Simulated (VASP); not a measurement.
**Rh: single point with PBE**

Rh:

```
Rh
1.0
    -1.53519    1.53519    1.53519
     1.53519   -1.53519    1.53519
     1.53519    1.53519   -1.53519
Rh
1
Direct
  0.00000 0.00000 0.00000
```

The cell was built by a generator and needn't be a form met in nature.

| Quantity | Value |
| --- | --- |
| Program | VASP 6.6.1 |
| Task | single point |
| Functional | PBE |
| Potentials or basis | VASP PAW PBE potentials, release 64 (Rh_pv) |
| Cutoff | 520 eV |
| k mesh | 10 × 10 × 10 |
| Occupations | gaussian, width 0.05 eV |
| Spin | no spin polarisation |

```json
{"Pressure": "-0.1 GPa", "Band gap on the k mesh": "none (metal or under the smearing width)"}
```

Levels at points of the mesh, in eV from the Fermi level:
| k point | band 4 | band 5 | band 6 | band 7 | band 8 | band 9 | band 10 | band 11 | band 12 | band 13 |
| --- | --- | --- | --- | --- | --- | --- | --- | --- | --- | --- |
| (0.00, 0.00, 0.00) | -7.42 | -2.74 | -2.74 | -2.74 | -0.41 | -0.41 | 18.43 | 18.43 | 18.43 | 21.16 |
| (0.50, 0.00, 0.00) | -5.54 | -4.18 | -0.48 | -0.09 | 1.35 | 1.53 | 9.01 | 14.56 | 18.13 | 21.16 |
| (0.50, 0.50, 0.50) | -5.51 | -5.51 | 1.05 | 1.05 | 1.05 | 9.32 | 9.32 | 9.32 | 18.72 | 18.72 |

Run time: 7.4 s on 1 thread of Intel(R) Xeon(R) Platinum 8259CL CPU @ 2.50GHz (Skylake/Cascade Lake) (shared host), peak memory 0.12 GiB.
